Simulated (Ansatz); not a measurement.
# SnS: the cost of one run

Computed with Ansatz 0.2.0 (DFT PBE, spin-orbit coupling, plane waves, PAW).

1 further run of the same task is left out (set aside as unsound or not needed).

## Step 1: The system as given

It takes space group Pnma (No. 62, orthorhombic). Conventional cell: a = 11.446 Å, b = 4.023 Å, c = 4.454 Å, α = 90.00°, β = 90.00°, γ = 90.00°. Sn (site symmetry m) has 3 S at 2.66 to 2.69 Å as nearest neighbours. S (site symmetry m) has 3 Sn at 2.66 to 2.69 Å as nearest neighbours.

Coordinates:

```cif
data_structure
_symmetry_space_group_name_H-M 'P 1'
_symmetry_Int_Tables_number 1
_cell_length_a 11.4455
_cell_length_b 4.0233
_cell_length_c 4.4542
_cell_angle_alpha 90.000
_cell_angle_beta 90.000
_cell_angle_gamma 90.000
_cell_volume 205.11
loop_
_atom_site_label
_atom_site_type_symbol
_atom_site_fract_x
_atom_site_fract_y
_atom_site_fract_z
_atom_site_occupancy
Sn1 Sn 0.12154 0.25000 0.13001 1
Sn2 Sn 0.37846 0.75000 0.63001 1
Sn3 Sn 0.62154 0.25000 0.36999 1
Sn4 Sn 0.87846 0.75000 0.86999 1
S1 S 0.84990 0.25000 0.47744 1
S2 S 0.65010 0.75000 0.97744 1
S3 S 0.34990 0.25000 0.02256 1
S4 S 0.15010 0.75000 0.52256 1
```

It is the result of an earlier relaxation at this level (volume 25.64 Å³/atom; gap on the mesh: 1.05 eV).

## Step 2: The same geometry with PBE with spin-orbit coupling

input.yaml

```yaml
crystal:
  lattice:
    - [11.4455026904, 0.0, 0.0]
    - [0.0, 4.0232844582, 0.0]
    - [0.0, 0.0, 4.4542025396]
  atoms:
    - { symbol: Sn, position: [0.1215422495, 0.25, 0.1300059297] }
    - { symbol: Sn, position: [0.3784577505, 0.75, 0.6300059297] }
    - { symbol: Sn, position: [0.6215422495, 0.25, 0.3699940703] }
    - { symbol: Sn, position: [0.8784577505, 0.75, 0.8699940703] }
    - { symbol: S, position: [0.8498958705, 0.25, 0.4774433418] }
    - { symbol: S, position: [0.6501041295, 0.75, 0.9774433418] }
    - { symbol: S, position: [0.3498958705, 0.25, 0.0225566582] }
    - { symbol: S, position: [0.1501041295, 0.75, 0.5225566582] }
basis:
  ecutwfc: 420
kpoints:
  mp_grid: { grid: [4, 8, 6] }
  band_path:
    path:
      - [[0.0, 0.0, 0.0], [0.5, 0.0, 0.0], [0.5, 0.5, 0.0], [0.0, 0.5, 0.0], [0.0, 0.0, 0.0], [0.0, 0.0, 0.5], [0.5, 0.0, 0.5], [0.5, 0.5, 0.5], [0.0, 0.5, 0.5], [0.0, 0.0, 0.5]]
      - [[0.5, 0.0, 0.0], [0.5, 0.0, 0.5]]
      - [[0.0, 0.5, 0.0], [0.0, 0.5, 0.5]]
      - [[0.5, 0.5, 0.0], [0.5, 0.5, 0.5]]
    npoints: 10
hamiltonian:
  xc: pbe
scf:
  occupations: { method: gaussian, width: 0.02 }
output:
  forces: true
  stress: true
  eigenvalues: true
  populations: true
  dos: { projected: true, de: 0.02 }
  bader: false
  write_density: true
  write_potential: true
  elf: true
  volumetric_format: npy
magnetization:
  noncollinear: true
  spin_orbit: true
```

Command:

```console
$ ansatz run input.yaml --threads 4 --pin off --max-ram 10240MiB --backend cpu --events-out ev --progress --plain --runs-dir out
```

Q: Estimate wall time and peak memory on 4 threads of Intel Xeon Platinum 8375C at 2.90GHz (Ice Lake), shared host.

About 3.1 min, with a peak of 3.5 GiB.
